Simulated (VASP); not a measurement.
Wanted: the native input for a VASP 6.6.1 run.

```
Task                   : relaxation of the atoms
Functional             : PBE
Potentials or basis    : VASP PAW PBE potentials, release 64 (Be, Te)
Cutoff                 : 300 eV
k mesh                 : 4 × 4 × 4
Occupations            : gaussian, width 0.03 eV
Spin                   : no spin polarisation
Further INCAR settings : ALGO = Fast; EDIFF = 1e-07; IBRION = 2; EDIFFG = -0.01; NSW = 40
```

The structure of BeTe lies in POSCAR:

```
BeTe                                    
1.0
    0.0000000000      2.8221740844      2.8221740844
    2.8221740844      0.0000000000      2.8221740844
    2.8221740844      2.8221740844      0.0000000000
  Be              Te            
     1     1
Direct
     0.0000000000000000    0.0000000000000000    0.0000000000000000
     0.2500000000000000    0.2500000000000000    0.2500000000000000
```

The cell isn't the ideal one: a relaxed cell with its volume scaled by 0.98.

These files were run (other wordings do the same):

INCAR

```
PREC = Accurate
ENCUT = 300
EDIFF = 1E-7
ISMEAR = 0
SIGMA = 0.03
LREAL = False
LASPH = True
NELM = 80
ALGO = Fast
ISIF = 2
LWAVE = False
LCHARG = False
GGA = PE
IBRION = 2
NSW = 40
EDIFFG = -0.01
```

KPOINTS

```
regular mesh
0
Gamma
  4 4 4
```

Potentials or basis: VASP PAW PBE potentials, release 64 (Be, Te).

Run with:

```sh
$ cat potpaw_PBE.64/Be/POTCAR potpaw_PBE.64/Te/POTCAR > POTCAR
$ mpirun -np 1 vasp_std > vasp.out
```

It gave:

```
Pressure after relaxing : 1.2 GPa
Band gap on the k mesh  : 1.98 eV, indirect (least direct gap 3.60 eV)
```

Caveat: the k mesh is coarse (spacing up to 0.48 Å⁻¹), so the values aren't converged; the cutoff is under 1.25 times the usual one of these potentials, so pressure, stress and relaxed cells hold a basis-set (Pulay) error; the relaxation stopped at its first step, so nothing moved; spin-orbit coupling is left out, which moves the levels of the heavy elements.

Run time: 3.1 s on 1 thread of AMD EPYC 7R13 Processor (Zen 3) (shared host), peak memory 0.1 GiB.
